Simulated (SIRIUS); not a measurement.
PtSe2 (Sudovikovite), 3 atoms in the cell. It takes space group P-3m1 (No. 164, trigonal). The conventional cell has a = 3.724 Å, b = 3.724 Å, c = 5.062 Å, α = 90.00°, β = 90.00°, γ = 120.00°. Around Pt (site symmetry -3m) lie 6 Se at 2.49 Å. Se (site symmetry 3m) has 3 Pt at 2.49 Å as nearest neighbours. 

| Property | Result |
| --- | --- |
| Program | SIRIUS 7.12.0 |
| Task | single point |
| Functional | PBEsol |
| Potentials or basis | PseudoDojo 0.4.1 PBE standard (scalar relativistic) |
| Cutoff | 1177 eV |
| Density cutoff | 4707 eV |
| k mesh | 4 × 4 × 3 |
| Occupations | fermi-dirac, width 0.05 eV |
| Spin | no spin polarisation |
| Libxc names | ["XC_GGA_X_PBE_SOL", "XC_GGA_C_PBE_SOL"] |
| Energy tol | 1e-08 Ha |
| Density tol | 1e-06 |
| Mixer | anderson |
| Mixing beta | 0.7 |
| Max scf | 100 |
| Radial cutoff for the potentials' integrals | 6.5 bohr |

Potentials or basis: PseudoDojo 0.4.1 PBE standard (scalar relativistic).

Launch:

```sh
$ upf_to_json Se.upf
$ upf_to_json Pt.upf
$ OMP_NUM_THREADS=1 sirius.scf --input=sirius.json --output=out.json --task=0
```

Hardware: 1 thread of AMD EPYC 9R45 96-Core Processor (Zen 5), on a shared host.

Estimate the wall time of this run.

Run time: 15 s on 1 thread of AMD EPYC 9R45 96-Core Processor (Zen 5) (shared host), peak memory 0.31 GiB. Counts: scf iterations 13, k points 9, plane waves 5561, bands 35.
